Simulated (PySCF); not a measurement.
This PySCF input asks for the NMR shieldings of triethylamine (SMILES CCN(CC)CC); the geometry comes from GFN2-xTB.

```python
import basis_set_exchange as bse
import numpy as np
from pyscf import gto, dft
from pyscf.prop import nmr

atoms = """
C    -1.971199   -1.596603    0.091934
C    -0.871795   -0.969802    0.960774
N    -0.024909    0.000646    0.302355
C    -0.716888    1.173622   -0.190313
C     0.202923    2.391664   -0.209952
C     0.946300   -0.565814   -0.619929
C     2.362825   -0.452785   -0.056239
H    -2.676680   -0.838895   -0.240243
H    -1.544967   -2.078113   -0.785685
H    -2.512759   -2.343836    0.666212
H    -0.222570   -1.759620    1.348245
H    -1.337413   -0.474688    1.819215
H    -1.133295    1.021028   -1.202230
H    -1.549403    1.377410    0.487581
H    -0.361556    3.278107   -0.490041
H     0.632345    2.544213    0.776418
H     1.011582    2.259177   -0.923602
H     0.898216   -0.048261   -1.584042
H     0.727094   -1.622603   -0.809026
H     3.079466   -0.902083   -0.740271
H     2.424682   -0.962777    0.901546
H     2.627591    0.589400    0.095659
"""
names = dict.fromkeys(["C", "N", "H"], "pcSseg-1")
basis = {el: gto.basis.parse(bse.get_basis(n, elements=[el], fmt="nwchem")) for el, n in names.items()}
mol = gto.M(atom=atoms, basis=basis, charge=0, verbose=0)
mf = dft.RKS(mol, xc="PBE0")
mf.grids.level = 2
mf.grids.alignment = dft.numint.BLKSIZE   # the property module wants whole blocks of grid points
mf.conv_tol = 1e-9
mf.kernel()

calc = nmr.RKS(mf)   # GIAO
C = mf.mo_coeff
Co = C[:, mf.mo_occ > 0]
resp = mf.gen_response(singlet=True, hermi=2)
def vind(x):   # induced exchange potential for any number of trial vectors
    d = np.einsum("pi,xij,qj->xpq", C, 2 * x.reshape(-1, C.shape[1], Co.shape[1]), Co, optimize=True)
    return np.einsum("xpq,pi,qj->xij", resp(d - d.transpose(0, 2, 1)), C, Co, optimize=True).ravel()
mo1, _ = nmr.rhf.solve_mo1(calc, with_cphf=vind)
sigma = calc.kernel(mo1)
for i, s in enumerate(sigma):   # ppm
    w = np.linalg.eigvalsh((s + s.T) / 2)
    print("%2d %-2s iso %8.1f  s11 %8.1f  s22 %8.1f  s33 %8.1f" % (i, mol.atom_pure_symbol(i), w.mean(), *w))
```

Task: Give the expected output.

Result: 
```
 0 C  iso    178.2  s11    166.3  s22    181.0  s33    187.2
 1 C  iso    132.3  s11    108.4  s22    119.6  s33    168.8
 2 N  iso    208.9  s11    178.4  s22    208.9  s33    239.4
 3 C  iso    133.7  s11    111.9  s22    121.4  s33    168.0
 4 C  iso    167.3  s11    149.5  s22    167.1  s33    185.3
 5 C  iso    137.2  s11    110.7  s22    128.1  s33    172.8
 6 C  iso    165.8  s11    146.4  s22    164.1  s33    187.1
 7 H  iso     30.6  s11     25.6  s22     30.6  s33     35.6
 8 H  iso     30.6  s11     25.8  s22     30.5  s33     35.5
 9 H  iso     31.3  s11     27.0  s22     27.9  s33     39.0
10 H  iso     28.8  s11     23.0  s22     29.2  s33     34.3
11 H  iso     28.8  s11     23.0  s22     28.8  s33     34.5
12 H  iso     29.0  s11     23.6  s22     29.9  s33     33.6
13 H  iso     29.3  s11     23.8  s22     29.8  s33     34.4
14 H  iso     30.7  s11     26.1  s22     27.6  s33     38.3
15 H  iso     30.6  s11     27.1  s22     28.6  s33     36.0
16 H  iso     30.6  s11     26.4  s22     30.4  s33     34.9
17 H  iso     29.6  s11     26.1  s22     29.0  s33     33.6
18 H  iso     29.0  s11     23.4  s22     30.5  s33     33.2
19 H  iso     30.9  s11     26.4  s22     27.6  s33     38.8
20 H  iso     30.5  s11     26.4  s22     29.2  s33     35.8
21 H  iso     30.7  s11     26.1  s22     30.8  s33     35.2
```

These numbers come from an equivalent density-fitted implementation of the same equations, which agrees with the script to about 0.01 ppm for H and up to a few tenths of a ppm for heavy atoms, so last digits may differ.

Task: Turn these shieldings into chemical shifts. δ = σ(ref) − σ, references computed at the same level: ¹³C (186.93 ppm) and ¹H (31.72 ppm) vs TMS; ¹⁵N (267.73 ppm) vs NH3.

Result: Averaging equivalent atoms: C 1/3/5: 52.5; C 0/4/6: 16.5; N 2: 58.8; H 10/11/12/13/17/18: 2.62; H 7/8/9/14/15/16/19/20/21: 1.00 ppm. Experimental scales use liquid or dissolved standards, which lie at an offset from isolated NH3 (liquid NH3: subtract about 20 ppm).

Size and cost of the density-fitted run: 194 basis functions, roughly 28 core-seconds.
